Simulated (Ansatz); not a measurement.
# The puckered SnTe bilayer (AB) under a gate, part 3 of 4

Wanted: Fermi level and gate voltage of the puckered SnTe bilayer (AB) as it is charged.

Ansatz 0.2.0; plane-wave DFT, PBE-D3(BJ), Ansatz PAW.

So far. Step 5 (Gated layer, added electrons 3×10¹³ per cm²): Against the uncharged case this takes +2.45 V.

### Step 6. Gated layer, added electrons 6×10¹³ per cm²

Contents of input.yaml:

```yaml
crystal:
  lattice:
    - [4.7394522874, 0.0, 0.0]
    - [0.0, 4.5115505004, 0.0]
    - [0.0, 0.0, 48.1954179573]
  atoms:
    - { symbol: Sn, position: [0.0311575435, 0.0, 0.4059605819] }
    - { symbol: Te, position: [0.4694563091, 0.5, 0.4046027782] }
    - { symbol: Te, position: [0.9687417233, 0.0, 0.4663743694] }
    - { symbol: Sn, position: [0.530644424, 0.5, 0.4654666921] }
    - { symbol: Sn, position: [0.030644424, 0.5, 0.5345333079] }
    - { symbol: Te, position: [0.4687417233, 0.0, 0.5336256306] }
    - { symbol: Te, position: [0.9694563091, 0.5, 0.5953972218] }
    - { symbol: Sn, position: [0.5311575435, 0.0, 0.5940394181] }
  periodic: [true, true, false]
  symmetry: { detect: true }
total_charge: -0.128294
kpoints:
  mp_grid: { grid: [32, 32, 1] }
  band_path:
    path:
      - [0, 0, 0]
      - [0.5, 0, 0]
      - [0.5, 0.5, 0]
      - [0, 0, 0]
      - [0, 0.5, 0]
      - [0.5, 0.5, 0]
    npoints: 16
hamiltonian:
  xc: pbe
  dispersion: d3bj
scf:
  occupations: { method: fermi_dirac, width: 0.02585 }
  convergence: { dr2_threshold: 1.0e-10 }
output:
  forces: true
  eigenvalues: true
  write_potential: true
  write_density: true
  volumetric_format: npy
external_charges:
  - { charge: 0, barrier: 10, axis: 3, height: 32.195, sigma: 0.25 }
  - { charge: 0.128294, axis: 3, height: 33.695, sigma: 0.5 }
```

Run with:

```bash
ansatz run input.yaml --threads 4 --pin off --max-ram 16384MiB --backend cpu --events-out ev --progress --plain --runs-dir out
```

Numbers of over 12 decimals in the logs are rounded to 6 here.

Output:

```text
[...]
Crystal: 8 atoms, lattice volume = 1030.528 Å³
Basis set: ecut = 420 eV, 20053 PW (Γ), exchange–correlation on 64×64×648 points (8 copies of the dense FFT grid, shifted against one another)
Bands: 73, of which v1, the nominal top of the filled ones, is band 60 counted from 1 (59 counted from 0)
Symmetry: 2 space group operations
k-points: 289 of 1024 (time reversal used)
[...]
--- Band table (eV; the first three rows and the last of 289) ---
  k-point 0: bands = [... 56 lower, -3.9537, -3.8022, -3.1844, -2.9577, -1.4436, -0.1639, 0.2107, 0.2982, ... 9 higher]
  k-point 1: bands = [... 56 lower, -3.9464, -3.7945, -3.1824, -2.9563, -1.4461, -0.1571, 0.2275, 0.3145, ... 9 higher]
  k-point 2: bands = [... 56 lower, -3.9229, -3.7720, -3.1770, -2.9528, -1.4531, -0.1391, 0.2720, 0.3558, ... 9 higher]
  k-point 288: bands = [... 56 lower, -4.1010, -4.0512, -3.9206, -3.9201, -0.0279, 0.0359, 0.1034, 0.2696, ... 9 higher]
[key lines of the parts left out:]
SCF converged after 14 iterations
Free energy (F): -52021.359146 eV
Fermi energy:    -1.506636 eV
```

The job ended after 25 min (4 threads of Arm Neoverse V1, shared host; peak memory 11 GiB).

Electronic bands along the path, in eV, zero at the Fermi level:

```
  point  band 57  band 58  band 59  band 60  band 61  band 62  band 63  band 64
      Γ    -2.45    -2.30    -1.68    -1.45     0.06     1.34     1.72     1.80
halfway    -2.00    -1.89    -1.53    -1.45     0.17     0.69     1.12     1.18
      X    -1.41    -1.39    -1.13    -1.06     0.18     0.19     0.49     0.54
halfway    -2.44    -2.43    -2.10    -2.08     1.05     1.13     1.94     2.02
      S    -2.59    -2.54    -2.41    -2.41     1.48     1.54     1.61     1.78
halfway    -2.16    -2.01    -1.40    -1.17     0.15     0.32     0.76     1.02
      Γ    -2.45    -2.30    -1.68    -1.45     0.06     1.34     1.72     1.80
halfway    -2.04    -1.95    -1.52    -1.44     0.05     0.68     0.94     1.07
      Y    -1.77    -1.62    -1.41    -1.36     0.03     0.14     0.16     0.25
halfway    -2.65    -2.43    -2.25    -2.00     0.92     1.20     1.61     1.73
      S    -2.59    -2.54    -2.41    -2.41     1.48     1.54     1.61     1.78
```

Against the uncharged case this takes +4.36 V.

### Step 7. Gated layer, added electrons 10×10¹³ per cm²

Changes to input.yaml since step 6:

```diff
@@ -16,3 +16,3 @@
   symmetry: { detect: true }
-total_charge: -0.128294
+total_charge: -0.213823
 kpoints:
@@ -42,2 +42,2 @@
   - { charge: 0, barrier: 10, axis: 3, height: 32.195, sigma: 0.25 }
-  - { charge: 0.128294, axis: 3, height: 33.695, sigma: 0.5 }
+  - { charge: 0.213823, axis: 3, height: 33.695, sigma: 0.5 }
```

Output:

```text
[...]
Crystal: 8 atoms, lattice volume = 1030.528 Å³
Basis set: ecut = 420 eV, 20053 PW (Γ), exchange–correlation on 64×64×648 points (8 copies of the dense FFT grid, shifted against one another)
Bands: 73, of which v1, the nominal top of the filled ones, is band 60 counted from 1 (59 counted from 0)
Symmetry: 2 space group operations
k-points: 289 of 1024 (time reversal used)
[...]
--- Band table (eV; the first three rows and the last of 289) ---
  k-point 0: bands = [... 56 lower, -2.7828, -2.6321, -2.0807, -1.7819, -0.3697, 0.9061, 1.3256, 1.4642, ... 9 higher]
  k-point 1: bands = [... 56 lower, -2.7775, -2.6245, -2.0778, -1.7807, -0.3721, 0.9120, 1.3437, 1.4792, ... 9 higher]
  k-point 2: bands = [... 56 lower, -2.7603, -2.6023, -2.0695, -1.7779, -0.3791, 0.9279, 1.3948, 1.5100, ... 9 higher]
  k-point 288: bands = [... 56 lower, -3.0140, -2.9406, -2.7354, -2.7303, 1.0595, 1.0649, 1.2739, 1.4518, ... 9 higher]
[key lines of the parts left out:]
SCF converged after 17 iterations
Free energy (F): -52021.248501 eV
Fermi energy:    -0.390301 eV
```

Wall time 25 min (4 threads); peak memory 11 GiB.

Against the uncharged case this takes +6.71 V.

### Step 8. Gated layer, added electrons -1×10¹³ per cm²

Changes to input.yaml since step 7:

```diff
@@ -16,3 +16,3 @@
   symmetry: { detect: true }
-total_charge: -0.213823
+total_charge: 0.021382
 kpoints:
@@ -42,2 +42,2 @@
   - { charge: 0, barrier: 10, axis: 3, height: 32.195, sigma: 0.25 }
-  - { charge: 0.213823, axis: 3, height: 33.695, sigma: 0.5 }
+  - { charge: -0.021382, axis: 3, height: 33.695, sigma: 0.5 }
```

Output:

```text
[...]
Crystal: 8 atoms, lattice volume = 1030.528 Å³
Basis set: ecut = 420 eV, 20053 PW (Γ), exchange–correlation on 64×64×648 points (8 copies of the dense FFT grid, shifted against one another)
Bands: 72, of which v1, the nominal top of the filled ones, is band 60 counted from 1 (59 counted from 0)
Symmetry: 2 space group operations
k-points: 289 of 1024 (time reversal used)
[...]
--- Band table (eV; the first three rows and the last of 289) ---
  k-point 0: bands = [... 56 lower, -6.2027, -6.0496, -5.3485, -5.1968, -3.5788, -2.2834, -1.9723, -1.9530, ... 8 higher]
  k-point 1: bands = [... 56 lower, -6.1927, -6.0414, -5.3476, -5.1951, -3.5811, -2.2740, -1.9615, -1.9342, ... 8 higher]
  k-point 2: bands = [... 56 lower, -6.1609, -6.0179, -5.3453, -5.1906, -3.5877, -2.2496, -1.9387, -1.8789, ... 8 higher]
  k-point 288: bands = [... 56 lower, -6.2255, -6.2131, -6.1915, -6.1892, -2.1720, -2.1419, -2.0209, -1.9685, ... 8 higher]
[key lines of the parts left out:]
SCF converged after 15 iterations
Free energy (F): -52021.058358 eV
Fermi energy:    -4.639789 eV
```

Elapsed: 25 min, on 4 threads; peak memory 11 GiB.

Against the uncharged case this takes -1.10 V.

### Step 9. Gated layer, added electrons -3×10¹³ per cm²

Changes to input.yaml since step 8:

```diff
@@ -16,3 +16,3 @@
   symmetry: { detect: true }
-total_charge: 0.021382
+total_charge: 0.064147
 kpoints:
@@ -42,2 +42,2 @@
   - { charge: 0, barrier: 10, axis: 3, height: 32.195, sigma: 0.25 }
-  - { charge: -0.021382, axis: 3, height: 33.695, sigma: 0.5 }
+  - { charge: -0.064147, axis: 3, height: 33.695, sigma: 0.5 }
```

Output:

```text
[...]
Crystal: 8 atoms, lattice volume = 1030.528 Å³
Basis set: ecut = 420 eV, 20053 PW (Γ), exchange–correlation on 64×64×648 points (8 copies of the dense FFT grid, shifted against one another)
Bands: 72, of which v1, the nominal top of the filled ones, is band 60 counted from 1 (59 counted from 0)
Symmetry: 2 space group operations
k-points: 289 of 1024 (time reversal used)
[...]
--- Band table (eV; the first three rows and the last of 289) ---
  k-point 0: bands = [... 56 lower, -6.8654, -6.7120, -6.0116, -5.8466, -4.2237, -2.9237, -2.6380, -2.6077, ... 8 higher]
  k-point 1: bands = [... 56 lower, -6.8562, -6.7033, -6.0106, -5.8451, -4.2259, -2.9131, -2.6264, -2.5916, ... 8 higher]
  k-point 2: bands = [... 56 lower, -6.8266, -6.6785, -6.0080, -5.8411, -4.2323, -2.8855, -2.6040, -2.5421, ... 8 higher]
  k-point 288: bands = [... 56 lower, -6.9107, -6.8951, -6.8267, -6.8156, -2.8488, -2.7743, -2.7028, -2.5719, ... 8 higher]
[key lines of the parts left out:]
SCF converged after 15 iterations
Free energy (F): -52020.820396 eV
Fermi energy:    -5.382375 eV
```

The job ended after 25 min (4 threads; peak memory 11 GiB).

Against the uncharged case this takes -2.53 V.

### Step 10. Gated layer, added electrons -6×10¹³ per cm²

Changes to input.yaml since step 9:

```diff
@@ -16,3 +16,3 @@
   symmetry: { detect: true }
-total_charge: 0.064147
+total_charge: 0.128294
 kpoints:
@@ -37,2 +37,3 @@
   eigenvalues: true
+  dos: { projected: true, e_range: [-3, 3], de: 0.01 }
   write_potential: true
@@ -40,4 +41,5 @@
   volumetric_format: npy
+  elf: true
 external_charges:
   - { charge: 0, barrier: 10, axis: 3, height: 32.195, sigma: 0.25 }
-  - { charge: -0.064147, axis: 3, height: 33.695, sigma: 0.5 }
+  - { charge: -0.128294, axis: 3, height: 33.695, sigma: 0.5 }
```

Output:

```text
[...]
Crystal: 8 atoms, lattice volume = 1030.528 Å³
Basis set: ecut = 420 eV, 20053 PW (Γ), exchange–correlation on 64×64×648 points (8 copies of the dense FFT grid, shifted against one another)
Bands: 72, of which v1, the nominal top of the filled ones, is band 60 counted from 1 (59 counted from 0)
Symmetry: 2 space group operations
k-points: 289 of 1024 (time reversal used)
[...]
--- Band table (eV; the first three rows and the last of 289) ---
  k-point 0: bands = [... 56 lower, -7.8682, -7.7156, -7.0235, -6.8273, -5.2072, -3.9038, -3.6421, -3.6042, ... 8 higher]
  k-point 1: bands = [... 56 lower, -7.8607, -7.7061, -7.0222, -6.8261, -5.2093, -3.8910, -3.6303, -3.5914, ... 8 higher]
  k-point 2: bands = [... 56 lower, -7.8354, -7.6792, -7.0189, -6.8229, -5.2155, -3.8578, -3.6099, -3.5503, ... 8 higher]
  k-point 288: bands = [... 56 lower, -7.9407, -7.9217, -7.8019, -7.7737, -3.8703, -3.7422, -3.7291, -3.5002, ... 8 higher]
[key lines of the parts left out:]
SCF converged after 14 iterations
Free energy (F): -52020.357765 eV
Fermi energy:    -6.468864 eV
```

The job ended after 27 min (4 threads; peak memory 11 GiB).

The density of states has structure finer than the step of the table below, so its rows give means over 0.2 eV, whole bins alone (the curve runs from -3 to 1.99 eV). Peaks (eV: height): -2.44: 10.7, -1.98: 10.0, -1.38: 14.9, -1.24: 10.7, -0.38: 12.6, -0.35: 12.7, 1.32: 12.6.

The density of states by energy, zero at the Fermi level; means over each step:

```
energy (eV)  density of states (states/eV a cell)
       -2.8                                  6.61
       -2.6                                  5.53
       -2.4                                  7.89
       -2.2                                  6.09
       -2.0                                  7.07
       -1.8                                  7.06
       -1.6                                  7.98
       -1.4                                  9.31
       -1.2                                  8.74
       -1.0                                  4.64
       -0.8                                  5.59
       -0.6                                  6.29
       -0.4                                  8.39
       -0.2                                  3.88
        0.0                                 0.926
        0.2                                 0.213
        0.4                                     0
        0.6                                     0
        0.8                                     0
        1.0                                 0.564
        1.2                                  5.40
        1.4                                  7.17
        1.6                                  4.86
        1.8                                  5.45
```

Against the uncharged case this takes -4.64 V.

### Step 11. Gated layer, added electrons -10×10¹³ per cm²

Changes to input.yaml since step 10:

```diff
@@ -16,3 +16,3 @@
   symmetry: { detect: true }
-total_charge: 0.128294
+total_charge: 0.213823
 kpoints:
@@ -44,2 +44,2 @@
   - { charge: 0, barrier: 10, axis: 3, height: 32.195, sigma: 0.25 }
-  - { charge: -0.128294, axis: 3, height: 33.695, sigma: 0.5 }
+  - { charge: -0.213823, axis: 3, height: 33.695, sigma: 0.5 }
```

Output:

```text
[...]
Crystal: 8 atoms, lattice volume = 1030.528 Å³
Basis set: ecut = 420 eV, 20053 PW (Γ), exchange–correlation on 64×64×648 points (8 copies of the dense FFT grid, shifted against one another)
Bands: 72, of which v1, the nominal top of the filled ones, is band 60 counted from 1 (59 counted from 0)
Symmetry: 2 space group operations
k-points: 289 of 1024 (time reversal used)
[...]
--- Band table (eV; the first three rows and the last of 289) ---
  k-point 0: bands = [... 56 lower, -9.2217, -9.0724, -8.3948, -8.1514, -6.5435, -5.2431, -4.9921, -4.9526, ... 8 higher]
  k-point 1: bands = [... 56 lower, -9.2163, -9.0618, -8.3933, -8.1504, -6.5455, -5.2277, -4.9787, -4.9456, ... 8 higher]
  k-point 2: bands = [... 56 lower, -9.1970, -9.0324, -8.3890, -8.1481, -6.5513, -5.1864, -4.9609, -4.9165, ... 8 higher]
  k-point 288: bands = [... 56 lower, -9.3265, -9.3036, -9.1270, -9.0774, -5.2480, -5.1109, -5.0584, -4.7682, ... 8 higher]
[key lines of the parts left out:]
SCF converged after 12 iterations
Free energy (F): -52019.545794 eV
Fermi energy:    -7.891973 eV
```

Run time: 25 min. Hardware: 4 threads; peak memory 11 GiB; 1.7 h of CPU time.

The density of states has structure finer than the step of the table below, so its rows give means over 0.2 eV, whole bins alone (the curve runs from -3 to 1.99 eV). Peaks (eV: height): -2.37: 10.5, -1.89: 9.20, -1.30: 12.1, -1.17: 13.1, -0.32: 12.8, -0.26: 12.9, 1.39: 12.8.

Table of density of states by energy, zero at the Fermi level; means over each step:

energy (eV), density of states (states/eV a cell) and a bar:
```
     -2.8        6.9 #######################
     -2.6        5.8 ###################
     -2.4        7.3 ########################
     -2.2        6.5 #####################
     -2.0        6.2 ####################
     -1.8        7.4 ########################
     -1.6        8.0 ##########################
     -1.4        8.3 ###########################
     -1.2        9.1 ##############################
     -1.0        5.8 ###################
     -0.8        5.6 ##################
     -0.6        5.9 ###################
     -0.4        7.3 ########################
     -0.2        5.7 ###################
      0.0        2.0 #######
      0.2        0.5 #
      0.4        0.0 
      0.6        0.0 
      0.8        0.0 
      1.0        0.3 #
      1.2        2.4 ########
      1.4        8.9 #############################
      1.6        4.7 ###############
      1.8        5.1 #################
```

Against the uncharged case this takes -7.45 V.

### Step 12. The series together

This step: plane-wave DFT, PBE-D3(BJ), Ansatz PAW; charging by gates (Ansatz 0.2.0).

The potential behind each gate is read from every run and counted from the uncharged case.

Voltage on the gate against the layer's Fermi level, from the uncharged case. Gate voltage against added electrons:

```
added electrons (10¹³ per cm²)  gate voltage (V)
                        -10.00             -7.45
                         -6.00             -4.64
                         -3.00             -2.53
                         -1.00             -1.10
                          0.00                 0
                          1.00              1.09
                          3.00              2.45
                          6.00              4.36
                         10.00              6.71
```

Charge step over voltage step between neighbouring densities. The total capacitance by added electrons:

```
added electrons (10¹³ per cm²)  total capacitance (µF/cm²)
                         -8.00                        2.28
                         -4.50                        2.27
                         -2.00                        2.24
                         -0.50                        1.46
                          0.50                        1.47
                          2.00                        2.36
                          4.50                        2.51
                          8.00                        2.74
```

Work function of the face away from the gate. The work function of the far face by added electrons:

```
added electrons (1e13 /cm²)  work function of the far face (eV)
                     -10.00                                4.48
                      -6.00                                4.44
                      -3.00                                4.38
                      -1.00                                4.33
                       0.00                                3.91
                       1.00                                3.51
                       3.00                                3.49
                       6.00                                3.52
                      10.00                                3.63
```

By hand: 10¹³ electrons per cm² are 0.001 e/Å², which by Gauss's law end a field of 0.181 V/Å. At 10×10¹³ holes per cm² the field towards a gate is 1.810 V/Å, which over the 5 Å from the outer atoms would drop 9.05 V; the run needs 7.45 V.

### Step 13. The same run with other settings

This step: plane-wave DFT, PBE-D3(BJ), Ansatz PAW, but for the change named below (Ansatz 0.2.0).

An input spoilt on purpose, to show how the run answers: it repeats the earlier run at 1 × 10¹³ added electrons per cm² with hamiltonian.xc from pbe to gga, and scf.max_iter set to 75.

Changes to input.yaml since step 11:

```diff
@@ -16,3 +16,3 @@
   symmetry: { detect: true }
-total_charge: 0.213823
+total_charge: -0.021382
 kpoints:
@@ -29,3 +29,3 @@
 hamiltonian:
-  xc: pbe
+  xc: gga
   dispersion: d3bj
@@ -34,2 +34,3 @@
   convergence: { dr2_threshold: 1.0e-10 }
+  max_iter: 75
 output:
@@ -37,3 +38,2 @@
   eigenvalues: true
-  dos: { projected: true, e_range: [-3, 3], de: 0.01 }
   write_potential: true
@@ -41,5 +41,4 @@
   volumetric_format: npy
-  elf: true
 external_charges:
   - { charge: 0, barrier: 10, axis: 3, height: 32.195, sigma: 0.25 }
-  - { charge: -0.213823, axis: 3, height: 33.695, sigma: 0.5 }
+  - { charge: 0.021382, axis: 3, height: 33.695, sigma: 0.5 }
```

Output:

```text
Error: YAML parse error: error: line 30 column 7: hamiltonian.xc: unknown variant `gga`, expected one of `lda`, `lda-pw`, `pw92`, `pbe`, `pbesol`, `rpbe`, `revpbe`, `blyp`, `pbe0`, `revpbe0`, `b3lyp`, `b3lyp5`, `hse06`, `wpbeh`, `hiss`, `lc_wpbe`, `cam_b3lyp`, `hf`, `r2scan`, `r2scanh`, `r2scan0`, `r2scan50`, `mr2scan`
  --> <input>:30:7
   |
28 |     npoints: 16
29 | hamiltonian:
30 |   xc: gga
   |       ^ hamiltonian.xc: unknown variant `gga`, expected one of `lda`, `lda-pw`, `pw92`, `pbe`, `pbesol`, `rpbe`, `revpbe`, `blyp`, `pbe0`, `revpbe0`, `b3lyp`, `b3lyp5`, `hse06`, `wpbeh`, `hiss`, `lc_wpbe`, `cam_b3lyp`, `hf`, `r2scan`, `r2scanh`, `r2scan0`, `r2scan50`, `mr2scan`
31 |   dispersion: d3bj
32 | scf:
   |
```

The job ended after 0.03 s (4 threads; peak memory 0.022 GiB).

The program refused the input before any cycle.

The program's message: “Error: YAML parse error: error: line 30 column 7: hamiltonian.xc: unknown variant `gga`, expected one of `lda`, `lda-pw`, `pw92`, `pbe`, `pbesol`, `rpbe`, `revpbe`, `blyp`, `pbe0`, `revpbe0`, `b3lyp`, …”

The fault put into the input: an unknown functional.

(Continued in part 4 of 4.)

[Logs are printed without paths, hosts, clocks, repeated set-up lines and the standing remarks that a program may print on its own settings, such as how far it seeks lower states.]

[Hosts, paths, dates, database ids (printed as entryN), source tags and the programs' standing remarks are cut or masked in the printed files.]

[Maps of the electrostatic potential energy from Ansatz leave out the sawtooth potential of an applied field or a dipole correction, so their vacuum need not be flat; planar profiles and work functions include it.]

[The density of states shown here was stored with 400 of the rows of the run's finer table, so its peaks can read low, often by over a quarter, or be missed, and its means over a window can be off by a tenth or more.]
